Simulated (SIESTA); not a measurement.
A run of SIESTA 5.4.2 is set up as follows.

Contents of run.py:

```python
from ase import Atoms
from ase.calculators.siesta import Siesta
from ase.units import Ry, GPa
from ase.calculators.mixing import SumCalculator
from dftd4.ase import DFTD4
from ase.eos import EquationOfState

atoms = Atoms(
    ['Nb'],
    cell=[
        [0.0, 2.115, 2.115],
        [2.115, 0.0, 2.115],
        [2.115, 2.115, 0.0],
    ],
    scaled_positions=[
        [0.0, 0.0, 0.0],
    ],
    pbc=True,
)

fdf = {
    'SCFMustConverge': False,
    'kgrid.MonkhorstPack': [' 11   0   0  0.5', '  0  11   0  0.5', '  0   0  11  0.5'],
    'OccupationFunction': 'FD',
    'ElectronicTemperature': '0.05 eV',
    'MaxSCFIterations': '120',
    'SCF.Mixer.Method': 'Pulay',
    'SCF.Mixer.Weight': '0.25',
    'SCF.Mixer.History': '8',
    'SCF.DM.Tolerance': '1.0e-06',
    'SCF.H.Tolerance': '1.0e-02 eV',
    'WriteForces': 'true',
    'Charge.Mulliken': 'end',
}
calc = Siesta(
    label="Nb",
    command="siesta < PREFIX.fdf > PREFIX.out",
    pseudo_path="pseudos",
    pseudo_qualifier="",
    xc=('GGA', 'PBEsol'),
    basis_set="SZ",
    mesh_cutoff=800 * Ry,
    energy_shift=0.005 * Ry,
    spin="non-polarized",
    fdf_arguments=fdf,
)
disp = DFTD4(method="PBEsol")
atoms.calc = SumCalculator([calc, disp])

cell0 = atoms.cell.copy()
volumes, energies = [], []
for x in [0.94, 0.96, 0.98, 1.0, 1.02, 1.04, 1.06]:
    atoms.set_cell(cell0 * x ** (1 / 3), scale_atoms=True)
    volumes.append(atoms.get_volume() / len(atoms))
    energies.append((calc.get_potential_energy(atoms, force_consistent=True) + disp.get_potential_energy(atoms)) / len(atoms))
    print(f"V = {volumes[-1]:.5f} A^3/atom   F = {energies[-1]:.6f} eV/atom", flush=True)
v0, e0, b0 = EquationOfState(volumes, energies, eos="birchmurnaghan").fit()
print(f"v0 = {v0:.4f} A^3/atom, e0 = {e0:.5f} eV/atom, B0 = {b0 / GPa:.1f} GPa")
```

Potentials or basis: SG15 1.2 (PBE files) or PseudoDojo by element, SZ (energy shift 0.005 Ry).

Command:

```sh
$ python run.py
```

Problem. Predict the equilibrium volume.

Solution. 17.07 Å³/atom (rough: see the caveat).

Problem. Estimate the bulk modulus.

Solution. 236 GPa (rough).

Energy against volume, from the lowest point:
```csv
volume (Å³/atom),energy (meV/atom)
17.786,0.00
18.165,25.66
18.543,60.03
18.922,102.25
19.300,151.34
19.679,206.50
20.057,267.14
```

Caveat: the basis has no polarisation orbitals; the minimum lies outside the volumes run; the potentials were made for another functional, which shifts forces and pressure; the basis of atomic orbitals isn't converged, which shifts pressures, moduli and gaps.
